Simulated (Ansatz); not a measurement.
## WSe2: how the free axis answers a strain

WSe2, P6_3/mmc, a = 3.279 Å, c = 12.788 Å. Ansatz: PBE+D3(BJ), PAW, 420 eV, Γ-centred 12×12×2 mesh on 6 atoms, Gaussian smearing 0.02 eV; no spin polarisation. Series: biaxial strain in the a-b plane, c and atoms relaxed; x is the strain in per cent. y is the change of c in per cent of 12.788 Å.

| x (%) | y (%) |
| --- | --- |
| -4.5 | ? |
| -3.0 | 1.19 |
| -1.5 | 0.58 |
| 0.0 | 0.00 |
| 1.5 | -0.56 |
| 3.0 | -1.11 |
| 4.5 | -1.64 |

**Question.** Fit y = c1 x + c2 x² to the other rows, say what c1 measures, and predict the missing y.

**Answer.** Least squares on the rows shown. y = −0.3830 x + 0.004225 x². With no stress along c, c1 = −2C13/C33 = -0.383. At x = -4.5 the fit asked for gives 1.81 %. The run gave 1.82 %, so the fit is 0.01 % too low, a small miss on the scale of the series.

Spin–orbit coupling is left out, which can shift energies with elements as heavy as these.